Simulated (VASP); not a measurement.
# VASP inputs for MgH2 (fluorite)

INCAR

```
NELM = 120
SIGMA = 0.02
PREC = Accurate
NSW = 40
EDIFFG = -5E-3
ISIF = 3
IBRION = 2
LREAL = .FALSE.
NBANDS = 9
LWAVE = .FALSE.
LCHARG = .FALSE.
LASPH = .TRUE.
GGA = CA
EDIFF = 1E-7
ENCUT = 600
ISMEAR = -1
```

KPOINTS

```
KPOINTS created by Atomic Simulation Environment
0
Gamma
8 8 8
0 0 0
```

POSCAR

```
Mg H
 1.0000000000000000
     0.0000000000000000    2.3795668894755866    2.3795668894755866
     2.3795668894755866    0.0000000000000000    2.3795668894755866
     2.3795668894755866    2.3795668894755866    0.0000000000000000
 Mg  H
   1   2
Cartesian
  0.0000000000000000 -0.0000000000000000  0.0000000000000000
  1.1897834447377931  1.1897834447377931  1.1897834447377931
  3.5693503342133801  3.5693503342133797  3.5693503342133797
```

VASP ran with the recommended LDA PAW datasets (4 valence electrons in the cell).

Problem. Predict the results.

Solution. relaxed cell vector lengths 3.292, 3.292, 3.292 Å; relaxed cell volume 25.23 Å³.
